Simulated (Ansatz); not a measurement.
# Strain and the gap of CaF₂ (fluorite)

CaF₂ (fluorite), relaxed with r2SCAN in Ansatz. Space group Fm-3m (No. 225), cubic; a = 5.439 Å in the conventional setting, 13.41 Å³ an atom. Ca is surrounded by 8 F at 2.36 Å; F is surrounded by 4 Ca at 2.36 Å.

The axes x, y and z are those of this cell:
```
CELL_PARAMETERS angstrom
0.00000 2.71959 2.71959
2.71959 0.00000 2.71959
2.71959 2.71959 0.00000
ATOMIC_POSITIONS crystal
Ca 0.00000 0.00000 0.00000
F 0.25000 0.25000 0.25000
F 0.75000 0.75000 0.75000
```

Unstrained: PBE gives an indirect gap of 7.376 eV, from X to Γ; the least direct gap is 7.633 eV at Γ. r2SCAN gives an indirect gap of 8.032 eV, from X to Γ; the least direct gap is 8.293 eV at Γ. The HSE06 gap is indirect, 9.449 eV (X to Γ), below the direct gap of 9.719 eV at Γ. Meshes: PBE 8×8×8, r2SCAN 8×8×8, HSE06 6×6×6. Strains are changes of length per length. After each strain the atoms were relaxed again with r2SCAN within the symmetry that the strain leaves, so tilts or polar shifts that break it weren't tested; points keep the names that they have in the unstrained zone. Calculated for a static, non-magnetic cell.

Changes of the least gap in eV (an overlap counts as a negative gap):
```csv
strain,volume change (%),space group,PBE,r2SCAN,HSE06,G0W0@PBE (mesh),"energy rise, r2SCAN (meV/atom)"
isotropic -4.0 % on every length,-11.5,Fm-3m,+0.772,+0.771,+0.822,+0.74,62.3
isotropic -3.0 % on every length,-8.7,Fm-3m,+0.570,+0.569,+0.607,+0.55,33.8
isotropic -2.0 % on every length,-5.9,Fm-3m,+0.374,+0.373,+0.398,+0.36,14.5
isotropic -1.0 % on every length,-3.0,Fm-3m,+0.184,+0.183,+0.196,+0.18,3.5
isotropic +1.0 % on every length,+3.0,Fm-3m,-0.178,-0.178,-0.189,-0.18,3.2
isotropic +2.0 % on every length,+6.1,Fm-3m,-0.351,-0.349,-0.373,-0.35,12.6
isotropic +3.0 % on every length,+9.3,Fm-3m,-0.516,-0.515,-0.551,-0.51,27.4
isotropic +4.0 % on every length,+12.5,Fm-3m,-0.678,-0.675,-0.724,-0.68,47.0
```
Unstrained, G0W0@PBE with 167 empty bands, a screening cutoff of 150 eV and a 4×4×4 mesh gives 10.50 eV on its mesh; the band count follows the volume. G0W0 here is at a finite number of bands, screening cutoff and k mesh, not at the basis limit.

Isotropic -4.0 % on every length. HSE06: the gap goes from 9.449 to 10.271 eV (+0.822 eV). Stress change with r2SCAN, compression positive: xx +14.45, yy +14.45, zz +14.45 GPa. For HSE06, dE_g/d ln V = -6.7 eV over this step.

Isotropic -3.0 % on every length. HSE06: the gap goes from 9.449 to 10.056 eV (+0.607 eV). Stress change with r2SCAN, compression positive: xx +10.05, yy +10.05, zz +10.05 GPa. For HSE06, dE_g/d ln V = -6.6 eV over this step.

Isotropic -2.0 % on every length. HSE06: the gap goes from 9.449 to 9.847 eV (+0.398 eV). Stress change with r2SCAN, compression positive: xx +6.22, yy +6.22, zz +6.22 GPa. For HSE06, dE_g/d ln V = -6.6 eV over this step.

Isotropic -1.0 % on every length. HSE06: the gap goes from 9.449 to 9.645 eV (+0.196 eV). Stress change with r2SCAN, compression positive: xx +2.89, yy +2.89, zz +2.89 GPa. For HSE06, dE_g/d ln V = -6.5 eV over this step.

Isotropic +1.0 % on every length. HSE06: the gap goes from 9.449 to 9.260 eV (-0.189 eV). Stress change with r2SCAN, compression positive: xx -2.50, yy -2.50, zz -2.50 GPa. For HSE06, dE_g/d ln V = -6.4 eV over this step.

Isotropic +2.0 % on every length. HSE06: the gap goes from 9.449 to 9.076 eV (-0.373 eV). Stress change with r2SCAN, compression positive: xx -4.65, yy -4.65, zz -4.65 GPa. For HSE06, dE_g/d ln V = -6.3 eV over this step.

Isotropic +3.0 % on every length. HSE06: the gap goes from 9.449 to 8.898 eV (-0.551 eV). Stress change with r2SCAN, compression positive: xx -6.50, yy -6.50, zz -6.50 GPa. For HSE06, dE_g/d ln V = -6.2 eV over this step.

Isotropic +4.0 % on every length. HSE06: the gap goes from 9.449 to 8.725 eV (-0.724 eV). Stress change with r2SCAN, compression positive: xx -8.08, yy -8.08, zz -8.08 GPa. For HSE06, dE_g/d ln V = -6.2 eV over this step.

The meshes of the hybrids are coarse, so their gaps aren't converged to the digits shown.
